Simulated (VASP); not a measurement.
# GaP: A machine-learned force field beside DFT: cell, elastic constants, vibrations

GaP, F-43m (no. 216), 8 atoms in the cell. PBEsol, machine-learned force field beside DFT: cell, elastic constants, modes; PAW potentials Ga, P (PBE set).

Atoms in the training cell: 64; Target temperature (K): 700.

## Input

INCAR.step1:
```
SYSTEM = GaP
PREC = Accurate
ENCUT = 340
EDIFF = 1E-7
ISMEAR = 0
SIGMA = 0.05
ALGO = Normal
LREAL = .FALSE.
LASPH = .TRUE.
NELM = 80
NELMIN = 4
LWAVE = .FALSE.
LCHARG = .FALSE.
GGA = PS
IBRION = 2
ISIF = 3
NSW = 80
EDIFFG = -0.002
KPAR = 8
```

INCAR.step2, as INCAR.step1 but for:
```
- EDIFF = 1E-7
- IBRION = 2
- NSW = 80
- EDIFFG = -0.002
+ EDIFF = 1E-8
+ IBRION = 6
+ NFREE = 2
+ POTIM = 0.015
+ NSW = 1
```

INCAR.step3:
```
SYSTEM = GaP
ML_LMLFF = .TRUE.
ML_MODE = run
LWAVE = .FALSE.
LCHARG = .FALSE.
IBRION = 2
ISIF = 3
NSW = 300
EDIFFG = -0.002
```

INCAR.step4:
```
SYSTEM = GaP
ML_LMLFF = .TRUE.
ML_MODE = run
LWAVE = .FALSE.
LCHARG = .FALSE.
IBRION = 6
ISIF = 3
NFREE = 2
POTIM = 0.015
NSW = 1
```

KPOINTS.step1:
```
k-points
0
Gamma
  4 4 4
```

KPOINTS.step3:
```
k-points
0
Gamma
  1 1 1
```

POSCAR.step1:
```
GaP
1.0
    5.4505000000      0.0000000000      0.0000000000
    0.0000000000      5.4505000000      0.0000000000
    0.0000000000      0.0000000000      5.4505000000
Ga P
4 4
Direct
    0.0000000000      0.0000000000      0.0000000000
    0.0000000000      0.5000000000      0.5000000000
    0.5000000000      0.0000000000      0.5000000000
    0.5000000000      0.5000000000      0.0000000000
    0.2500000000      0.2500000000      0.2500000000
    0.2500000000      0.7500000000      0.7500000000
    0.7500000000      0.2500000000      0.7500000000
    0.7500000000      0.7500000000      0.2500000000
```

Commands (each step's output is kept before the next begins):
```
cat potpaw_PBE.64/Ga/POTCAR potpaw_PBE.64/P/POTCAR > POTCAR
cp INCAR.step1 INCAR
cp KPOINTS.step1 KPOINTS
cp POSCAR.step1 POSCAR
mpirun -np 8 vasp_std > vasp.out
cp CONTCAR POSCAR
cp INCAR.step2 INCAR
mpirun -np 8 vasp_std > vasp.out
cp ../ML_FF.fit ML_FF
cp INCAR.step3 INCAR
cp KPOINTS.step3 KPOINTS
cp POSCAR.step1 POSCAR
mpirun -np 1 vasp_gam > vasp.out
cp CONTCAR POSCAR
cp INCAR.step4 INCAR
mpirun -np 1 vasp_gam > vasp.out
```

## Result

- Volume (Å³/atom), DFT: 20.499
- Volume (Å³/atom), force field: 20.600
- Bulk modulus (GPa), DFT: 87
- Bulk modulus (GPa), force field: 89
- Shear modulus (GPa), DFT: 51
- Shear modulus (GPa), force field: 52
- Volume error (%): 0.49
- Frequency error (cm⁻¹): 7.6

Elastic constants (GPa):

|  | DFT | Force field |
|---|---|---|
| C11 | 134.5 | 138.6 |
| C12 | 63.4 | 63.6 |
| C13 | 63.4 | 63.6 |
| C22 | 134.5 | 138.6 |
| C23 | 63.4 | 63.6 |
| C33 | 134.5 | 138.6 |
| C44 | 64.6 | 65.6 |
| C55 | 64.6 | 65.6 |
| C66 | 64.6 | 65.6 |

Modes of this cell (cm⁻¹):

| Mode | DFT | Force field |
|---|---|---|
| 1 | -0.1 | -0.0 |
| 2 | -0.1 | -0.0 |
| 3 | -0.1 | -0.0 |
| 4 | 96.2 | 96.3 |
| 5 | 96.2 | 96.3 |
| 6 | 96.2 | 96.3 |
| 7 | 96.2 | 96.3 |
| 8 | 96.2 | 96.3 |
| 9 | 96.2 | 96.3 |
| 10 | 251.1 | 250.9 |
| 11 | 251.1 | 250.9 |
| 12 | 251.1 | 250.9 |
| 13 | 357.1 | 342.8 |
| 14 | 357.1 | 342.8 |
| 15 | 357.1 | 342.8 |
| 16 | 357.1 | 342.8 |
| 17 | 357.1 | 342.8 |
| 18 | 357.1 | 342.8 |
| 19 | 360.6 | 353.9 |
| 20 | 360.6 | 353.9 |
| 21 | 360.6 | 353.9 |
| 22 | 361.5 | 358.0 |
| 23 | 361.5 | 358.0 |
| 24 | 361.5 | 358.0 |

ML_LOGFILE:
```
ML_LOGFILE 0.2.5

* MEMORY INFORMATION ********************

Estimated memory consumption for ML force field generation (MB):

Persistent allocations for force field  :     40.1
|
|-- CMAT for basis  :      5.5
|-- SINV for basis  :      5.5
|-- FMAT for basis  :      0.0
|-- DESC for basis  :      7.7
|-- DESC product matrix  :      2.8

Persistent allocations for ab initio data     :      0.1
|
|-- Ab initio data  :      0.0
|-- Ab initio data (new)  :      0.1

Temporary allocations for sparsification  :      0.0
|
|-- SVD matrices  :      0.0

Other temporary allocations  :      3.3
|
|-- Descriptors  :      0.0
|-- Regression  :      0.0
|-- Prediction  :      3.3

Total memory consumption  :     43.5

********************

* MACHINE LEARNING SETTINGS ********************

General settings
------------------------------------------------------------
Machine learning operation mode in strings (supertag)  :           run (I) ML_MODE
Machine learning operation mode  :             2     ML_ISTART
Machine learning force field type  :        kernel     ML_TYPE
Controls the verbosity of the output at each MD step when machine learning is used  :             0     ML_OUTPUT_MODE
[... 200 lines left out ...]

Program part                                         system clock (sec)       cpu time (sec)
---------------------------------------------------|--------------------|-------------------
Setup (file I/O, parameters,...)                   |              0.155 |              0.155
Descriptor and design matrix                       |              0.000 |              0.000
Sparsification of configurations                   |              0.018 |              0.018
Regression                                         |              0.000 |              0.000
Prediction                                         |              0.049 |              0.048
---------------------------------------------------|--------------------|-------------------
TOTAL                                              |              0.222 |              0.221

********************
```

ML_LOGFILE.step3:
```
ML_LOGFILE 0.2.5

* MEMORY INFORMATION ********************

Estimated memory consumption for ML force field generation (MB):

Persistent allocations for force field  :     40.1
|
|-- CMAT for basis  :      5.5
|-- SINV for basis  :      5.5
|-- FMAT for basis  :      0.0
|-- DESC for basis  :      7.7
|-- DESC product matrix  :      2.8

Persistent allocations for ab initio data     :      0.1
|
|-- Ab initio data  :      0.0
|-- Ab initio data (new)  :      0.1

Temporary allocations for sparsification  :      0.0
|
|-- SVD matrices  :      0.0

Other temporary allocations  :      3.3
|
|-- Descriptors  :      0.0
|-- Regression  :      0.0
|-- Prediction  :      3.3

Total memory consumption  :     43.5

********************

* MACHINE LEARNING SETTINGS ********************

General settings
------------------------------------------------------------
Machine learning operation mode in strings (supertag)  :           run (I) ML_MODE
Machine learning operation mode  :             2     ML_ISTART
Machine learning force field type  :        kernel     ML_TYPE
Controls the verbosity of the output at each MD step when machine learning is used  :             0     ML_OUTPUT_MODE
[... 190 lines left out ...]

Program part                                         system clock (sec)       cpu time (sec)
---------------------------------------------------|--------------------|-------------------
Setup (file I/O, parameters,...)                   |              0.156 |              0.156
Descriptor and design matrix                       |              0.000 |              0.000
Sparsification of configurations                   |              0.018 |              0.018
Regression                                         |              0.000 |              0.000
Prediction                                         |              0.008 |              0.008
---------------------------------------------------|--------------------|-------------------
TOTAL                                              |              0.182 |              0.182

********************
```

VASP 6.6.1 took 136 s on 8 cores (Intel Xeon Platinum 8488C (Sapphire Rapids)), a shared host.
